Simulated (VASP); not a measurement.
Here is a VASP 6.6.1 calculation.

Contents of POSCAR:

```
Pd
1.0
   -1.3696734646      1.3696734646      2.0837583665
    1.3696734646     -1.3696734646      2.0837583665
    1.3696734646      1.3696734646     -2.0837583665
Pd
1
Direct
    0.0000000000      0.0000000000      0.0000000000
```

Contents of INCAR.step1:

```
SYSTEM = Pd
PREC = Accurate ; ENCUT = 520
ISMEAR = 0 ; SIGMA = 0.1
LREAL = .FALSE. ; LASPH = .TRUE.
NELM = 100 ; NBANDS = 11
GGA = PE ; ALGO = Normal
EDIFF = 1E-4 ; LWAVE = .TRUE.
LCHARG = .FALSE.
```

INCAR.step2

```
SYSTEM = Pd
PREC = Accurate ; ENCUT = 520
EDIFF = 1E-6 ; ISMEAR = 0
SIGMA = 0.1 ; LREAL = .FALSE.
LASPH = .TRUE. ; NELM = 100
ALGO = Normal ; ISIF = 2
LWAVE = .FALSE. ; LCHARG = .FALSE.
METAGGA = R2SCAN ; LMIXTAU = .TRUE.
NBANDS = 11 ; ISTART = 1
```

KPOINTS

```
Automatic mesh
0
G
  10 10 10
  0 0 0
```

Potentials or basis: VASP PAW PBE potentials, release 64 (Pd).

Run with:

```bash
$ cat potpaw_PBE.64/Pd/POTCAR > POTCAR
$ cp INCAR.step1 INCAR
$ mpirun -np 1 vasp_std > vasp.out
$ cp INCAR.step2 INCAR
$ mpirun -np 1 vasp_std > vasp.out
```

(1) Predict the pressure.

(2) Estimate the band gap on the k mesh.

## Answers

(1) -6.9 GPa.

(2) none (metal or under the smearing width).

Caveat: the PAW data sets were made with another functional, which shifts forces and pressure a little.
